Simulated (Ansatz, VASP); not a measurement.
## One calculation of Ir, two programs

```xyz
1
Lattice="0.0576 1.9485 1.9485 1.9485 0.0576 1.9485 1.9485 1.9485 0.0576" Properties=species:S:1:pos:R:3 pbc="T T T"
Ir    0.0000    0.0000    0.0000
```

Change from the starting cell: equal xy, yz and zx shear strains of +3 %, PAW files.

Alike in both runs: task electric field gradients; functional PBE; k mesh 15 × 15 × 15; occupations fermi-dirac, width 0.05 eV; no spin polarisation.

|  | VASP | Ansatz |
| --- | --- | --- |
| version | VASP 6.6.1 | Ansatz 0.2.0 |
| potentials or method | VASP PAW PBE potentials, release 64 (Ir) | PAW with Ansatz's default frozen-core files, scalar-relativistic |
| plane-wave cutoff (eV) | 520 | 420 |
| valence electrons in the cell | 9 | 17 |

```tsv
	VASP	Ansatz	Ansatz less VASP
pressure (GPa)	10.9	10.3	-0.62
largest component of the traceless stress (GPa)	8.65	8.66	+0.016
Vzz of the field gradient on the site that differs most (V/Å²)	79.3	58.6	-20.73
```

The functional is the same, so the differences come from potentials, cutoffs and numerics. The two sets of potentials don't hold the same shells in valence. Ansatz warned: «gradients_without_spin_orbit».

Spin-orbit coupling is left out, which matters for the levels of Ir.
